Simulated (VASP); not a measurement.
Energy against volume of CoPt (L1_0). All values below come from LDA (Ceperley-Alder, Perdew-Zunger), VASP's LDA PAW potentials (set 64) (plane waves; VASP 6.6.1). Run with 520 eV cut-off, 14×14×10 Γ-centred mesh, first-order Methfessel-Paxton smearing of 0.10 eV, potentials Co Pt.

Shape and ions are relaxed at each volume.

| V (Å³/atom) | E (eV/atom) |
|---|---|
| 12.208 | -7.85285 |
| 12.586 | -7.86275 |
| 12.963 | -7.85338 |
| 13.341 | -7.82819 |

### Question
Fit these four points and predict the energy of the run at 11.831 Å³/atom.

### Answer
A cubic in V^(−2/3), the third-order Birch-Murnaghan form, passes through the four points with V0 = 12.58 Å³/atom and B0 = 273 GPa, and gives -7.8195 eV/atom there. The run gave -7.8203 eV/atom, -0.9 meV/atom from the fit; all five points give B0 = 270 GPa.

The compound is CoPt in the L1_0 structure. It was relaxed first, which changed the volume by -6 %.
